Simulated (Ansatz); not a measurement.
Ta:

```
Ta
1.0
    -1.65128    1.65128    1.65128
     1.65128   -1.65128    1.65128
     1.65128    1.65128   -1.65128
Ta
1
Direct
  0.00000 0.00000 0.00000
```

Program: Ansatz 0.2.0. Alike in all runs: potentials or basis all-electron LAPW, scalar-relativistic; no spin polarisation; cell as given; k mesh 11 × 11 × 11; cutoff (eV) 262; basis error allowed 0.001 eV/atom.

Q: Order these runs on this cell by their pressure, lowest first.
A. level LDA; smearing gaussian 0.05 eV
B. level BLYP; smearing fermi-dirac 0.05 eV
C. level PBEsol; smearing fermi-dirac 0.05 eV

A: A (-9.6 GPa), C (-4.4 GPa), B (8.7 GPa).

Runs at the PBE level aren't shown here.
